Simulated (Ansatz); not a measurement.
# H started on an O site in cubic perovskite KTaO3, 40 atoms, charge +1

All numbers below come from Ansatz, DFT, PBEsol, PAW, plane waves.

Command:

```sh
ansatz run in.yaml --threads 8 --pin off --max-ram 17100MiB --runs-dir r --events-out ev --progress --plain
```

The input less its lattice and atoms:

```yaml
crystal:
  symmetry: { detect: false }
kpoints:
  mp_grid: { grid: [1, 1, 1], shift: [0.25, 0.25, 0.25] }
hamiltonian:
  xc: pbesol
total_charge: 1
scf:
  occupations: { method: fermi_dirac, width: 0.01 }
relax:
  f_tol: 0.03
  max_steps: 80
  escape_saddle: false
  adjacent_minimum: "off"
output:
  forces: true
  eigenvalues: true
  populations: true
  charged_corrections: { epsilon: 200 }
```

Start:

```
K Ta O H
1.0
     7.97088    0.00000    0.00000
     0.00000    7.97088    0.00000
     0.00000    0.00000    7.97088
K Ta O H
8 8 23 1
Direct
  0.00036 0.99819 0.00432
  0.00355 0.00347 0.49758
  0.00303 0.49758 0.99794
  0.00110 0.50167 0.49686
  0.50050 0.00337 0.00205
  0.50050 0.00032 0.49361
  0.49903 0.50053 0.99934
  0.50316 0.49623 0.49877
  0.24659 0.25288 0.25061
  0.25489 0.24542 0.74413
  0.25267 0.74973 0.25296
  0.25032 0.74821 0.74972
  0.75268 0.25080 0.25323
  0.74819 0.24959 0.75202
  0.74676 0.74745 0.25447
  0.75309 0.75063 0.75194
  0.24825 0.25285 0.00188
  0.25301 0.75261 0.99951
  0.25084 0.75180 0.49874
  0.74984 0.24766 0.99430
  0.74960 0.24763 0.50097
  0.74980 0.75366 0.00179
  0.74721 0.74797 0.50006
  0.00344 0.25075 0.24859
  0.00018 0.24954 0.75079
  0.00278 0.74864 0.25294
  0.99909 0.74809 0.75041
  0.50104 0.24968 0.24944
  0.50256 0.25046 0.75387
  0.50183 0.74882 0.24792
  0.50121 0.74912 0.75208
  0.25322 0.00127 0.24893
  0.24973 0.99901 0.75089
  0.25152 0.50065 0.24979
  0.24677 0.49710 0.74506
  0.75440 0.99930 0.24928
  0.74756 0.00562 0.74957
  0.75145 0.50018 0.25314
  0.74808 0.50049 0.74628
  0.25115 0.25004 0.49998
```

Steps:

| step | energy less the first (eV) | largest force component (eV/Å) |
| --- | --- | --- |
| start | 0.000 | 3.823 |
| 1 | -0.725 | 1.293 |
| 2 | -0.875 | 0.277 |
| 3 | -0.893 | 0.098 |
| 4 | -0.901 | 0.095 |
| 5 | -0.902 | 0.059 |
| 6 | -0.902 | 0.019 |
| 7 | -0.902 | 0.019 |

A structure on the way, about -0.90 eV from the start:

```xyz
40
Lattice="7.9709 0.0000 0.0000 0.0000 7.9709 0.0000 0.0000 0.0000 7.9709" Properties=species:S:1:pos:R:3 pbc="T T T"
K     7.9472    7.9406    0.0005
K     7.9538    7.9477    3.9776
K     7.9469    4.0147    7.9698
K     7.9541    4.0069    3.9883
K     4.0219    7.9419    7.9707
K     4.0132    7.9500    3.9816
K     4.0244    4.0162    7.9696
K     4.0171    4.0089    3.9925
Ta    1.9827    1.9571    1.9266
Ta    2.0183    2.0282    6.0410
Ta    2.0006    5.9370    2.0033
Ta    1.9989    6.0186    5.9689
Ta    5.9656    1.9970    2.0033
Ta    6.0066    1.9899    5.9698
Ta    5.9856    5.9816    1.9941
Ta    5.9850    5.9769    5.9773
O     1.9984    1.9936    7.9695
O     1.9984    5.9779    7.9690
O     1.9976    5.9777    3.9842
O     5.9826    1.9891    7.9694
O     5.9841    1.9921    3.9844
O     5.9829    5.9773    7.9696
O     5.9837    5.9749    3.9837
O     0.0342    1.9979    2.0381
O     0.0302    1.9869    5.9288
O     0.0120    5.9798    1.9898
O     0.0105    5.9749    5.9776
O     3.9663    1.9980    2.0414
O     3.9620    1.9870    5.9285
O     3.9860    5.9813    1.9912
O     3.9849    5.9765    5.9776
O     2.0000    0.0303    2.0393
O     1.9958    0.0233    5.9255
O     2.0011    3.9624    2.0435
O     1.9970    3.9555    5.9288
O     5.9849    0.0073    1.9917
O     5.9840    0.0019    5.9758
O     5.9851    3.9814    1.9893
O     5.9842    3.9758    5.9801
H     1.9969    1.9939    3.9845
```

End:

```
K Ta O H
1.0
     7.97088    0.00000    0.00000
     0.00000    7.97088    0.00000
     0.00000    0.00000    7.97088
K Ta O H
8 8 23 1
Direct
  0.99708 0.99630 0.00017
  0.99791 0.99710 0.49935
  0.99724 0.50365 0.99993
  0.99799 0.50281 0.49983
  0.50444 0.99642 0.99993
  0.50362 0.99717 0.50002
  0.50454 0.50376 0.99972
  0.50373 0.50292 0.50054
  0.24793 0.24761 0.24184
  0.25370 0.25239 0.75781
  0.25084 0.74712 0.25117
  0.25096 0.75287 0.74877
  0.74745 0.25033 0.25129
  0.75421 0.24991 0.74889
  0.75072 0.75025 0.25008
  0.75109 0.75001 0.74993
  0.25072 0.25001 0.99983
  0.25068 0.74996 0.99988
  0.25069 0.75001 0.49988
  0.75071 0.24981 0.99984
  0.75072 0.24987 0.49985
  0.75069 0.74990 0.99984
  0.75067 0.74981 0.49984
  0.00460 0.25046 0.25606
  0.00364 0.24942 0.74350
  0.00170 0.75013 0.24958
  0.00118 0.74967 0.75007
  0.49786 0.25050 0.25618
  0.49690 0.24949 0.74355
  0.50026 0.75027 0.24962
  0.49974 0.74979 0.75014
  0.25138 0.00380 0.25618
  0.25007 0.00291 0.74365
  0.25147 0.49704 0.25624
  0.25014 0.49615 0.74350
  0.75102 0.00085 0.24961
  0.75042 0.00040 0.75005
  0.75110 0.49941 0.24955
  0.75055 0.49896 0.75018
  0.25065 0.24979 0.49986
```

The run converged.

Time: 13 s of wall time on a shared host.

(1) How much energy did the relaxation gain, and which atom moved most?

The one k point has no symmetry partners, which can distort the end along one axis.

## Answers

(1) 0.90 eV in 7 steps, from a start with small random displacements (the gain also holds any tilting of the ideal host); atom 10 (Ta) moved 0.12 Å, the median atom 0.04 Å (drift of the whole cell removed).
